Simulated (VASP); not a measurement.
KI, 2 atoms in the cell. The structure is cubic, space group Fm-3m (No. 225). Conventional cell: a = 7.154 Å, b = 7.154 Å, c = 7.154 Å, α = 90.00°, β = 90.00°, γ = 90.00°. Around K (site symmetry m-3m) lie 6 I at 3.58 Å. Around I (site symmetry m-3m) lie 6 K at 3.58 Å.  The cell isn't the ideal one: a relaxed cell with its volume scaled by 1.06.

- Program: VASP 6.6.1
- Task: relaxation of the atoms
- Functional: PBEsol
- Potentials or basis: VASP PAW PBE potentials, release 64 (K_sv, I)
- Cutoff: 600 eV
- k mesh: 8 × 8 × 8
- Occupations: gaussian, width 0.03 eV
- Spin: no spin polarisation
- Further INCAR settings: ALGO = Normal; EDIFF = 1e-07; IBRION = 2; EDIFFG = -0.01; NSW = 40

Potentials or basis: VASP PAW PBE potentials, release 64 (K_sv, I).

The run is started by

```console
$ cat potpaw_PBE.64/K_sv/POTCAR potpaw_PBE.64/I/POTCAR > POTCAR
$ mpirun -np 1 vasp_std > vasp.out
```

Hardware: 1 thread of Intel(R) Xeon(R) Platinum 8488C (Sapphire Rapids), with other jobs on the host.

**Question.** How long does it take, and how much memory?

**Answer.** Wall time 38 s on 1 thread of Intel(R) Xeon(R) Platinum 8488C (Sapphire Rapids), on a shared host, peak memory 0.26 GiB. Counts: scf iterations 15, k points 29, ion steps 1.
